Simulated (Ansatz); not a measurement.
Relaxing MnO$_{2}$

Method: DFT PBE, scalar-relativistic, plane waves, PAW in Ansatz 0.2.0. (420 eV cutoff, 6×6×4 k-mesh, Gaussian smearing of 0.10 eV, collinear spin)

What was changed in SiO2: Si → Mn on all its sites, cell and atoms relaxed.

With moments and this functional the run may sit in a state above the lowest one.

Command:

```bash
ansatz run input.yaml --threads 2 --pin off --max-ram 5120MiB --backend cpu --events-out ev --progress --plain --runs-dir out
```

Input:

```yaml
crystal:
  lattice:
    - [5.4554424385, 0.0, 0.0]
    - [-2.7277212192, 4.7245517407, 0.0]
    - [0.0, 0.0, 9.2312014077]
  atoms:
    - { symbol: Mn, position: [0.6666666667, 0.3333333333, 0.9372042249], spin: 1.43 }
    - { symbol: Mn, position: [0.6666666667, 0.3333333333, 0.5627957751], spin: 1.43 }
    - { symbol: Mn, position: [0.3333333333, 0.6666666667, 0.0627957751], spin: 1.43 }
    - { symbol: Mn, position: [0.3333333333, 0.6666666667, 0.4372042249], spin: 1.43 }
    - { symbol: O, position: [0.0, 0.4173772812, 0.0] }
    - { symbol: O, position: [0.4173772812, 0.4173772812, 0.5] }
    - { symbol: O, position: [0.5826227188, 0.0, 0.5] }
    - { symbol: O, position: [0.5826227188, 0.5826227188, 0.0] }
    - { symbol: O, position: [0.0, 0.5826227188, 0.5] }
    - { symbol: O, position: [0.6666666667, 0.3333333333, 0.75] }
    - { symbol: O, position: [0.3333333333, 0.6666666667, 0.25] }
    - { symbol: O, position: [0.4173772812, 0.0, 0.0] }
basis:
  ecutwfc: 420
kpoints:
  mp_grid: { grid: [6, 6, 4] }
hamiltonian:
  xc: pbe
scf:
  occupations: { method: gaussian, width: 0.1 }
output:
  forces: true
  stress: true
  eigenvalues: true
  populations: true
magnetization:
  spin_polarized: true
relax:
  adjacent_minimum: "off"
  f_tol: 0.01
  max_steps: 60
  cell: { stress_tol: 0.1 }
```

F is the free energy. Steps run on the plane waves of an earlier cell, but the last one, and at times one on the way, on a freshly chosen basis, so a repeated geometry can differ a little in energy.

Steps:

| step | F − F(1) (eV) | largest force component (eV/Å) | V (Å³/atom) | P (GPa) |
| --- | --- | --- | --- | --- |
| 1 | 0.0000 | 0.078 | 19.827 | -0.24 |
| 2 | -0.0142 | 0.040 | 19.767 | -0.12 |
| 3 | -0.0339 | 0.058 | 19.569 | 0.21 |
| 4 | -0.0440 | 0.059 | 19.434 | 0.23 |
| 5 | -0.0551 | 0.080 | 19.035 | -0.47 |
| 6 | -0.0574 | 0.021 | 19.193 | 0.19 |
| 7 | -0.0540 | 0.051 | 19.278 | -0.32 |
| 8 | -0.0572 | 0.001 | 19.210 | -0.02 |
| 9 | -0.0471 | 0.002 | 19.210 | -0.10 |
| 10 | -0.0532 | 0.005 | 19.062 | 0.01 |
| 11 | -0.0489 | 0.005 | 19.062 | -0.01 |

Relaxed structure:

```cif
data_structure
_symmetry_space_group_name_H-M 'P 1'
_symmetry_Int_Tables_number 1
_cell_length_a 5.2823
_cell_length_b 5.2823
_cell_length_c 9.4660
_cell_angle_alpha 90.000
_cell_angle_beta 90.000
_cell_angle_gamma 120.000
_cell_volume 228.74
loop_
_atom_site_label
_atom_site_type_symbol
_atom_site_fract_x
_atom_site_fract_y
_atom_site_fract_z
_atom_site_occupancy
Mn1 Mn 0.66667 0.33333 0.93331 1
Mn2 Mn 0.66667 0.33333 0.56669 1
Mn3 Mn 0.33333 0.66667 0.06669 1
Mn4 Mn 0.33333 0.66667 0.43331 1
O1 O 0.00000 0.39407 0.00000 1
O2 O 0.39407 0.39407 0.50000 1
O3 O 0.60593 0.00000 0.50000 1
O4 O 0.60593 0.60593 0.00000 1
O5 O 0.00000 0.60593 0.50000 1
O6 O 0.66667 0.33333 0.75000 1
O7 O 0.33333 0.66667 0.25000 1
O8 O 0.39407 0.00000 0.00000 1
```

The structure is hexagonal, space group P6_322 (No. 182). The conventional cell has a = 5.282 Å, b = 5.282 Å, c = 9.466 Å, α = 90.00°, β = 90.00°, γ = 120.00°. Around Mn (site symmetry 3) lie 4 O at 1.74 Å. O (site symmetry 2) has 2 Mn at 1.74 Å as nearest neighbours. O (site symmetry 32) has 2 Mn at 1.74 Å as nearest neighbours.

The run converged. Time: 7.6 min on 2 threads of Arm Neoverse V2, with other jobs on the host, peak memory 0.84 GiB.